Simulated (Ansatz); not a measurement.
# GdN (rocksalt): how the settings move a single-point run

Aim: see which settings change the result for GdN (rocksalt), by how much, and at what cost.

Computed with Ansatz 0.2.0 (reference: DFT PBE+U, scalar-relativistic, plane waves, PAW, unless a step's input says otherwise).

1 further run of the same task is left out (set aside as unsound or not needed).

## 1. Starting point

Symmetry: Fm-3m, No. 225, cubic system. The conventional cell has a = 4.999 Å, b = 4.999 Å, c = 4.999 Å, α = 90.00°, β = 90.00°, γ = 90.00°. Gd (site symmetry m-3m) is surrounded by 6 N at 2.50 Å. N (site symmetry m-3m) has 6 Gd at 2.50 Å as nearest neighbours.

As a file:

```xyz
2
Lattice="0.0000 2.4995 2.4995 2.4995 0.0000 2.4995 2.4995 2.4995 0.0000" Properties=species:S:1:pos:R:3 pbc="T T T"
Gd    2.4995    2.4995    2.4995
N     0.0000    0.0000    0.0000
```

## 2. The reference run

Contents of input.yaml:

```yaml
crystal:
  lattice:
    - [0.0, 2.4994985661, 2.4994985661]
    - [2.4994985661, 0.0, 2.4994985661]
    - [2.4994985661, 2.4994985661, 0.0]
  atoms:
    - { symbol: Gd, position: [0.5, 0.5, 0.5], spin: 7.0 }
    - { symbol: "N", position: [0.0, 0.0, 0.0] }
basis:
  ecutwfc: 420
  ecutrho_ratio: 4
kpoints:
  mp_grid: { grid: [8, 8, 8] }
hamiltonian:
  xc: pbe
  hubbard: { sites: [{ species: Gd, l: f, u_eff: 6.0 }] }
scf:
  occupations: { method: gaussian, width: 0.05 }
  lower_state_search: "off"
output:
  forces: true
  stress: true
  eigenvalues: true
  populations: true
  hubbard: { sites: [{ species: Gd, l: f }] }
magnetization:
  spin_polarized: true
checkpoint:
  read: start.run
  write: ck
  compress: false
  write_wavefunctions: false
  write_every: 100000
```

Run with:

```sh
$ ansatz run input.yaml --threads 4 --pin off --max-ram 6144MiB --backend cpu --events-out ev --progress --plain --runs-dir out
```

## 3. Variant: occupations.method fermi_dirac, lower_state_search left out

Contents of input.yaml:

```yaml
crystal:
  lattice:
    - [0.0, 2.4994985661, 2.4994985661]
    - [2.4994985661, 0.0, 2.4994985661]
    - [2.4994985661, 2.4994985661, 0.0]
  atoms:
    - { symbol: Gd, position: [0.5, 0.5, 0.5], spin: 7.0 }
    - { symbol: "N", position: [0.0, 0.0, 0.0] }
basis:
  ecutwfc: 420
  ecutrho_ratio: 4
kpoints:
  mp_grid: { grid: [8, 8, 8] }
hamiltonian:
  xc: pbe
  hubbard: { sites: [{ species: Gd, l: f, u_eff: 6.0 }] }
scf:
  occupations: { method: fermi_dirac, width: 0.05 }
output:
  forces: true
  stress: true
magnetization:
  spin_polarized: true
```

## 4. Variant: xc revpbe, lower_state_search left out

Contents of input.yaml:

```yaml
crystal:
  lattice:
    - [0.0, 2.4994985661, 2.4994985661]
    - [2.4994985661, 0.0, 2.4994985661]
    - [2.4994985661, 2.4994985661, 0.0]
  atoms:
    - { symbol: Gd, position: [0.5, 0.5, 0.5], spin: 7.0 }
    - { symbol: "N", position: [0.0, 0.0, 0.0] }
basis:
  ecutwfc: 420
  ecutrho_ratio: 4
kpoints:
  mp_grid: { grid: [8, 8, 8] }
hamiltonian:
  xc: revpbe
  hubbard: { sites: [{ species: Gd, l: f, u_eff: 6.0 }] }
scf:
  occupations: { method: gaussian, width: 0.05 }
output:
  forces: true
  stress: true
  write_density: true
  write_potential: true
  elf: true
  volumetric_format: npy
magnetization:
  spin_polarized: true
```

## 5. Changing settings: accuracy medium

input.yaml: that of step 2 with these lines changed.

```diff
@@ -22,12 +22,4 @@
   stress: true
-  eigenvalues: true
-  populations: true
-  hubbard: { sites: [{ species: Gd, l: f }] }
 magnetization:
   spin_polarized: true
-checkpoint:
-  read: start.run
-  write: ck
-  compress: false
-  write_wavefunctions: false
-  write_every: 100000
+accuracy: medium
```

Q: Predict the outcome of this session. Wanted: for each run, ending; energy change; pressure; gap; abs. moment; force.

The runs gave:

```
                                                           run     ending        energy change  pressure (GPa)  gap (eV)  abs. moment (μB)  force (eV/Å)  cycles   time
                                                     reference  converged                    0             0.3      0.00              7.29          0.00       -  1.3 s
1: occupations.method fermi_dirac, lower_state_search left out  converged  -0.1 meV/atom (σ→0)             0.3      0.00              7.29          0.00      10  1.5 s
                     2: xc revpbe, lower_state_search left out  converged       not comparable             2.7      0.00              7.29          0.00      10  1.8 s
                                            3: accuracy medium  converged         0.0 meV/atom             0.3      0.00              7.29          0.00      15  1.5 s
```

Times don't compare one to one where runs were asked for different outputs or read a saved state (see the inputs); cycles may leave out searches for a lower state.

Residual by cycle in the longest SCF loop of each run; runs are numbered as in the table. The quantity is the density residual dr2, in eV.

```
cycle  reference    run 1    run 2    run 3
    1     7.8e-5    0.858    0.862     1.21
    2     1.3e-5    0.192    0.191    0.271
    4     4.5e-7  0.00122   0.0019  0.00736
    5     1.7e-8   4.4e-4  0.00137   1.5e-4
    6     5.1e-9   7.7e-5  0.00166   1.9e-5
    7          -   4.6e-6   2.6e-6   2.3e-6
    9          -   1.5e-8   5.8e-7   4.7e-6
   10          -   1.4e-9   7.1e-9   4.9e-5
   11          -        -        -   1.5e-4
   12          -        -        -   8.4e-5
   14          -        -        -   8.3e-7
   15          -        -        -   2.3e-8
```

The pressure spans 0.3 to 2.7 GPa over the reference and the converged variants.
